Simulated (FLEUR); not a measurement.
Au: equation of state with LDA (Perdew-Zunger)

**The experiment to reproduce.**

From “Exploring toroidal anvil profiles for larger sample volumes above 4 Mbar”, 2024, pmc:11102561, for a bulk crystal of Au: bulk modulus 167 GPa.

Crystal: Au.

```xyz
1
Lattice="0.0000 2.0350 2.0350 2.0350 0.0000 2.0350 2.0350 2.0350 0.0000" Properties=species:S:1:pos:R:3 pbc="T T T"
Au    0.0000    0.0000    0.0000
```

```json
{
  "Program": "FLEUR MaX-R8.1 (later development tree)",
  "Task": "equation of state",
  "Functional": "LDA (Perdew-Zunger)",
  "Potentials or basis": "all-electron",
  "Basis": "FLAPW",
  "Kmax": "3.8 1/bohr",
  "k mesh": "11 × 11 × 11",
  "Occupations": "fermi-dirac, width 0.05 eV",
  "Spin": "no spin polarisation"
}
```

```json
{
  "Equilibrium volume": "16.58 Å³/atom",
  "Bulk modulus": "196 GPa",
  "Pressure derivative of the bulk modulus": "6.1 (rough: it moves with the points fitted)"
}
```

Energy against volume, from the lowest point:
```tsv
volume (Å³/atom)	energy (meV/atom)
15.843	19.81
16.181	3.69
16.855	0.00
17.529	26.46
17.866	48.47
```

Measured bulk modulus of Au: 167 GPa (quoted in “Exploring toroidal anvil profiles for larger sample volumes above 4 Mbar”, 2024, pmc:11102561). This calculation gives 196 GPa (+17.6 %). The fit is for a static lattice scaled at fixed shape and fixed fractional positions.

Spin-orbit coupling is left out, which matters for the levels of Au.
